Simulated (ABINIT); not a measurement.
# NbP (I4_1md) in ABINIT: single point with PBEsol

Aim: the single point of NbP with PBEsol.

All numbers are computed with ABINIT 10.8.3 (patched build); they aren't measurements. Logs are shortened: lines on timing, memory, paths and dates and some standing lists are left out, and cuts for length are marked. The log counts tension as positive stress, the text compression.

### Step 1. The undisturbed crystal

The structure is tetragonal, space group I4_1md (No. 109). The conventional cell has a = 3.350 Å, b = 3.350 Å, c = 11.480 Å, α = 90.00°, β = 90.00°, γ = 90.00°. Around Nb (site symmetry 2mm) lie 6 P at 2.55 Å. P (site symmetry 2mm) has 6 Nb at 2.55 Å as nearest neighbours.

The cell is a database's computed one.

### Step 2. Single point, PBEsol (atoms moved at random, drawn with an rms of 0.05 Å)

Input file run.abi:

```
pp_dirpath "./"
pseudos "Nb.GGA_PBE-JTH.xml, P.GGA_PBE-JTH.xml"

acell 3*1.0
rprim
    -3.1651462306     3.1651462306    10.8472323782
     3.1651462306    -3.1651462306    10.8472323782
     3.1651462306     3.1651462306   -10.8472323782
ntypat 2
znucl 41 15
natom 4
typat 1 1 2 2
xred
     0.2535610000     0.7355820000     0.4782830000
     0.4981910000     0.4931210000    -0.0114830000
     0.8469440000     0.3140820000     0.4953790000
     0.0665200000     0.0782870000    -0.0100490000
chkprim 0
chksymtnons 0
tolsym 1.0e-6

ecut 20.0
pawecutdg 40.0
pawxcdev 0

kptopt 1
ngkpt 11 11 11
nshiftk 1
shiftk 0.0 0.0 0.0

ixc -116133

nband 22
occopt 3
tsmear 0.00183747

nstep 100
tolvrs 1.0e-9

iomode 3
prtwf 0
prtden 0
prteig 0
prtebands 0
enunit 2
```

Potentials or basis: JTH PAW PBE v2.0.

The run is started by

```bash
> abinit run.abi > log 2>&1
```

run.abo:

```text
.Version 10.8.3 of ABINIT
 Symmetries : space group P1 (#  1); Bravais aP (primitive triclinic)
================================================================================
 Values of the parameters that define the memory need of the present run
     intxc =       0    ionmov =       0      iscf =      17    lmnmax =      18
     lnmax =       6     mgfft =      48  mpssoang =       3    mqgrid =    3001
     natom =       4  nloc_mem =       2    nspden =       1   nspinor =       1
    nsppol =       1      nsym =       1    n1xccc =       1    ntypat =       2
    occopt =       3   xclevel =       2
       mpw =        1881          nfft =      110592          nkpt =         666
 PAW method is used; the additional fine FFT grid is defined by:
   mgfftf=        72    nfftf =    373248
================================================================================
================================================================================

--------------------------------------------------------------------------------
------------- Echo of variables that govern the present computation ------------
--------------------------------------------------------------------------------
 -outvars: echo values of preprocessed input variables --------
            acell      1.0000000000E+00  1.0000000000E+00  1.0000000000E+00 Bohr
              amu      9.29063800E+01  3.09737620E+01
          chkprim           0
      chksymtnons           0
             ecut      2.00000000E+01 Hartree
           enunit           2
                       outvar_i_n : Printing only first  50 k-points.
              ixc     -116133
                       outvar_i_n : Printing only first  50 k-points.
         kptrlatt       11    0    0      0   11    0      0    0   11
          kptrlen      6.96332171E+01
            natom           4
            nband          22
            ngfft          48      48      48
          ngfftdg          72      72      72
             nkpt         666
            nstep         100
             nsym           1
           ntypat           2
                       prtocc : prtvol=0, do not print more k-points.
           occopt           3
        pawecutdg      4.00000000E+01 Hartree
         pawxcdev           0
           prtden           0
        prtebands           0
           prteig           0
            prtwf           0
            rprim     -3.1651462306E+00  3.1651462306E+00  1.0847232378E+01
                       3.1651462306E+00 -3.1651462306E+00  1.0847232378E+01
                       3.1651462306E+00  3.1651462306E+00 -1.0847232378E+01
          spgroup           1
           tolsym      1.00000000E-06
           tolvrs      1.00000000E-09
           tsmear      1.83747000E-03 Hartree
            typat      1  1  2  2
           useylm           1
                       outvars : Printing only first  50 k-points.
           xangst      1.6084354998E+00 -6.2608631207E-03  2.9323916608E+00
                      -2.7725004611E-02 -1.0741282823E-02  5.7561517744E+00
                      -6.2781148302E-02  1.7222247609E+00  3.8208857844E+00
                       2.8775181491E-03 -3.6540125693E-02  8.8889019109E-01
            xcart      3.0395025858E+00 -1.1831316610E-02  5.5414171327E+00
                      -5.2392665555E-02 -2.0298082777E-02  1.0877550393E+01
                      -1.1863917616E-01  3.2545331253E+00  7.2204276909E+00
                       5.4377212242E-03 -6.9050830167E-02  1.6797590172E+00
             xred      2.5356100000E-01  7.3558200000E-01  4.7828300000E-01
                       4.9819100000E-01  4.9312100000E-01 -1.1483000000E-02
                       8.4694400000E-01  3.1408200000E-01  4.9537900000E-01
                       6.6520000000E-02  7.8287000000E-02 -1.0049000000E-02
            znucl       41.00000   15.00000

================================================================================

 chkinp: Checking input parameters for consistency.

================================================================================
== DATASET  1 ==================================================================

--- !DatasetInfo
iteration_state: {dtset: 1, }
dimensions: {natom: 4, nkpt: 666, mband: 22, nsppol: 1, nspinor: 1, nspden: 1, mpw: 1881, }
cutoff_energies: {ecut:  20.0, pawecutdg:  40.0, }
electrons: {nelect:   3.60000000E+01, charge:   0.00000000E+00, occopt:   3.00000000E+00, tsmear:   1.83747000E-03, }
meta: {optdriver: 0, ionmov: 0, optcell: 0, iscf: 17, paral_kgb: 0, }
...

 Real(R)+Recip(G) space primitive vectors, cartesian coordinates (Bohr,Bohr^-1):
 R(1)= -3.1651462  3.1651462 10.8472324  G(1)=  0.0000000  0.1579706  0.0460947
[... 98 lines left out ...]
 Atom  Sphere_radius  Integrated_density
    1        2.22094         10.13120701
    2        2.22094         10.15747247
    3        1.60765          1.60241181
    4        1.60765          1.59345769

================================================================================

 ----iterations are completed or convergence reached----

 Mean square residual over all n,k,spin=   70.158E-08; max=  19.275E-04
 reduced coordinates (array xred) for    4 atoms
       0.253561000000      0.735582000000      0.478283000000
       0.498191000000      0.493121000000     -0.011483000000
       0.846944000000      0.314082000000      0.495379000000
       0.066520000000      0.078287000000     -0.010049000000
 rms dE/dt=  1.7858E-01; max dE/dt=  2.4255E-01; dE/dt below (all hartree)
    1       0.223395623577      0.236260955494     -0.270844292427
    2       0.068856914964      0.049699078521     -0.065377906911
    3      -0.009704671129     -0.099769416669      0.093666120353
    4      -0.282538544308     -0.186177788059      0.242549077441

 cartesian coordinates (angstrom) at end:
    1      1.60843549981085    -0.00626086312073     2.93239166075734
    2     -0.02772500461142    -0.01074128282324     5.75615177435923
    3     -0.06278114830242     1.72222476086844     3.82088578437956
    4      0.00287751814912    -0.03654012569340     0.88889019108609

 cartesian forces (hartree/bohr) at end:
    1      0.00546338010146     0.00749558563538    -0.02118748013072
    2      0.00247702383767    -0.00054948925099    -0.00546454852509
    3      0.00096437143920    -0.01326334752287     0.00504643129595
    4     -0.00890477537833     0.00631725113848     0.02160559735985
 frms,max,avg= 1.0644083E-02 2.1605597E-02  -2.302E-07 -9.168E-08 -2.553E-07 h/b

 cartesian forces (eV/Angstrom) at end:
    1      0.28093830041667     0.38543851057840    -1.08950403367390
    2      0.12737368700737    -0.02825587336113    -0.28099838317547
    3      0.04958997325224    -0.68202875174560     0.25949793079122
    4     -0.45790196067628     0.32484611452832     1.11100448605815
 frms,max,avg= 5.4734073E-01 1.1110045E+00  -1.183E-05 -4.715E-06 -1.313E-05 e/A
 length scales=  1.000000000000  1.000000000000  1.000000000000 bohr
              =  0.529177210544  0.529177210544  0.529177210544 angstroms
 Fermi (or HOMO) energy (hartree) =   0.46114   Average Vxc (hartree)=  -0.44393
 Eigenvalues (hartree) for nkpt= 666  k points:
 kpt#   1, nband= 22, wtk=  0.00075, kpt=  0.0000  0.0000  0.0000 (reduced coord)
  -1.55424   -1.55201   -0.68233   -0.67565   -0.67473   -0.67130   -0.66989   -0.66817
  -0.00566    0.08008    0.23841    0.34816    0.37493    0.38402    0.38845    0.39593
   0.41113    0.41545    0.48875    0.51494    0.56378    0.57439
      occupation numbers for kpt#   1
   2.00000    2.00000    2.00000    2.00000    2.00000    2.00000    2.00000    2.00000
   2.00000    2.00000    2.00000    2.00000    2.00000    2.00000    2.00000    2.00000
   2.00000    2.00000    0.00000    0.00000    0.00000    0.00000
 prteigrs : prtvol=0 or 1, do not print more k-points.

 Fermi (or HOMO) energy (eV) =  12.54814   Average Vxc (eV)= -12.08008
 Eigenvalues (   eV  ) for nkpt= 666  k points:
 kpt#   1, nband= 22, wtk=  0.00075, kpt=  0.0000  0.0000  0.0000 (reduced coord)
 -42.29300  -42.23227  -18.56709  -18.38543  -18.36033  -18.26710  -18.22853  -18.18190
  -0.15406    2.17913    6.48742    9.47380   10.20228   10.44966   10.57021   10.77389
  11.18741   11.30510   13.29960   14.01224   15.34127   15.62992
 prteigrs : prtvol=0 or 1, do not print more k-points.

--- !EnergyTerms
iteration_state     : {dtset: 1, }
comment             : Components of total free energy in Hartree
kinetic             :  3.14094445201933E+01
hartree             :  2.23071534318109E+01
xc                  : -1.77030353638501E+01
Ewald energy        : -1.07607415710842E+02
psp_core            :  2.66744044422078E+00
local_psp           : -9.21431345892465E+01
PAW spherical_terms :  3.25457387036972E+01
internal            : -1.28523808564016E+02
'-kT*entropy'       : -1.76131510704378E-04
total_energy        : -1.28523984695527E+02
total_energy_eV     : -3.49731578942253E+03
...

--- !EnergyTermsDC
iteration_state     : {dtset: 1, }
comment             : '"Double-counting" decomposition of free energy'
band_energy         : -8.42075171233708E+00
Ewald energy        : -1.07607415710842E+02
psp_core            :  2.66744044422078E+00
xc_dc               : -1.95459565592094E+01
PAW spherical_terms :  4.38287335833969E+00
internal            : -1.28523810179828E+02
'-kT*entropy'       : -1.76131510704378E-04
total_energy_dc     : -1.28523986311338E+02
total_energy_dc_eV  : -3.49731583339100E+03
...

--- !EnergyTermsWithPAWCore
iteration_state     : {dtset: 1, }
comment             : 'Components of total free energy, including PAW core contributions'
Total energy        : -8.31900815712251E+03
Total energy DC     : -8.31900815873832E+03
Total energy (eV)   : -2.26371744146927E+05
Total energy DC (eV): -2.26371744190896E+05
...

 Cartesian components of stress tensor (hartree/bohr^3)
  sigma(1 1)=  1.85483527E-04  sigma(3 2)= -7.23352654E-06
  sigma(2 2)=  1.45179988E-04  sigma(3 1)= -3.01378898E-06
  sigma(3 3)=  2.75300993E-04  sigma(2 1)=  1.19406552E-06

-Cartesian components of stress tensor (GPa)         [Pressure= -5.9427E+00 GPa]
- sigma(1 1)=  5.45711378E+00  sigma(3 2)= -2.12817698E-01
- sigma(2 2)=  4.27134272E+00  sigma(3 1)= -8.86687330E-02
- sigma(3 3)=  8.09963485E+00  sigma(2 1)=  3.51306205E-02

== END DATASET(S) ==============================================================
================================================================================

 -outvars: echo values of variables after computation  --------
            acell      1.0000000000E+00  1.0000000000E+00  1.0000000000E+00 Bohr
           etotal     -1.2852398631E+02
            fcart      5.4633801015E-03  7.4955856354E-03 -2.1187480131E-02
                       2.4770238377E-03 -5.4948925099E-04 -5.4645485251E-03
                       9.6437143920E-04 -1.3263347523E-02  5.0464312960E-03
                      -8.9047753783E-03  6.3172511385E-03  2.1605597360E-02
            rprim     -3.1651462306E+00  3.1651462306E+00  1.0847232378E+01
                       3.1651462306E+00 -3.1651462306E+00  1.0847232378E+01
                       3.1651462306E+00  3.1651462306E+00 -1.0847232378E+01
           strten      1.8548352716E-04  1.4517998832E-04  2.7530099290E-04
                      -7.2335265437E-06 -3.0137889762E-06  1.1940655208E-06
           xangst      1.6084354998E+00 -6.2608631207E-03  2.9323916608E+00
                      -2.7725004611E-02 -1.0741282823E-02  5.7561517744E+00
                      -6.2781148302E-02  1.7222247609E+00  3.8208857844E+00
                       2.8775181491E-03 -3.6540125693E-02  8.8889019109E-01
             xred      2.5356100000E-01  7.3558200000E-01  4.7828300000E-01
                       4.9819100000E-01  4.9312100000E-01 -1.1483000000E-02
                       8.4694400000E-01  3.1408200000E-01  4.9537900000E-01
                       6.6520000000E-02  7.8287000000E-02 -1.0049000000E-02
 Calculation completed.
```

Wall time 31 min (1 thread of Arm Neoverse V2, shared host); peak memory 0.98 GiB.

What came out:

* Free energy: -3497.3158 eV
* Pressure: -5.9 GPa
* Largest force: 1.245 eV/Å
* Band gap on the k mesh: none (metal or under the smearing width)
* Valence electrons inside the program's atomic spheres: Nb 10.13, 10.16; P 1.60, 1.59

Forces in eV/Å, atoms in the order of the input:
```
Nb   0.281  0.385 -1.090
Nb   0.127 -0.028 -0.281
P    0.050 -0.682  0.259
P   -0.458  0.325  1.111
```

Stress tensor (GPa, compression positive):
```
-5.46 -0.04  0.09
-0.04 -4.27  0.21
 0.09  0.21 -8.10
```

Caveat: the PAW data sets were made with another functional, which shifts forces and pressure a little.
